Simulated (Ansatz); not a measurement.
All numbers below come from DFT PBE, scalar-relativistic, plane waves, PAW (Ansatz). Settings: cutoff 420 eV, Γ-centred meshes spaced at most about 0.3 Å⁻¹, and about 0.25 Å⁻¹ or finer for metals (2π included), Gaussian smearing. No spin polarisation.

All energies are static (0 K, no zero-point motion).

Two relaxed structures of Al3Ga3N2:

A.

```
CELL_PARAMETERS angstrom
3.07622 0.00000 0.00000
-1.53811 2.66409 0.00000
0.00000 0.00000 14.61898
ATOMIC_POSITIONS crystal
Al 0.33333 0.66667 0.17524
Al 0.00000 0.00000 0.35207
Al 0.00000 0.00000 0.00101
Ga 0.33333 0.66667 0.51880
Ga 0.33333 0.66667 0.84592
Ga 0.66667 0.33333 0.68014
N 0.00000 0.00000 0.13350
N 0.33333 0.66667 0.30632
```

B.

```
CELL_PARAMETERS angstrom
2.92475 0.00000 0.00000
-1.46237 2.53290 0.00000
0.00000 0.00000 14.36181
ATOMIC_POSITIONS crystal
Al 0.33333 0.66667 0.83399
Al 0.66667 0.33333 0.16601
Al 0.00000 0.00000 0.00000
Ga 0.33333 0.66667 0.32471
Ga 0.00000 0.00000 0.50000
Ga 0.66667 0.33333 0.67529
N 0.66667 0.33333 0.91877
N 0.33333 0.66667 0.08123
```

**Question.** Which would you expect to be lower, and how large is the difference?

**Answer.** A is lower, by 128 meV/atom. A has space group P3m1 (No. 156), 15.0 Å³/atom and no gap on its mesh; B has space group P-3m1 (No. 164), 13.3 Å³/atom and no gap. Counting Al or Ga atoms around N (for each partner element, those within 1.25 times its shortest distance or 1.15 times the sum of covalent radii, where it is the nearest in units of that sum or under 1.3), A has N 4 and B has N 6. The lower one is the more open, so pressure narrows the difference. In A, around Al on its first site lie 4 N at 1.88–1.92 Å and 12 Al at 3.08–3.14 Å; Ga on its first site is surrounded by 9 Ga at 2.95–3.08 Å, 3 Al at 3.02 Å and 1 N at 3.11 Å; N on its first site is surrounded by 4 Al at 1.88–1.94 Å; 5 more sites not described. In B, Al on a site of symmetry 3m is surrounded by 3 N at 2.08 Å, 3 Ga at 2.84 Å and 9 Al at 2.92 Å; Ga on a site of symmetry 3m is surrounded by 3 Al at 2.84 Å, 9 Ga at 2.92–3.03 Å and 1 N at 3.50 Å; N has 6 Al at 2.05–2.08 Å, 9 N at 2.88–2.92 Å and 1 Ga at 3.50 Å; 2 more sites not described. Both come from invented guesses.

Cells relaxed within their symmetry can be saddle points.
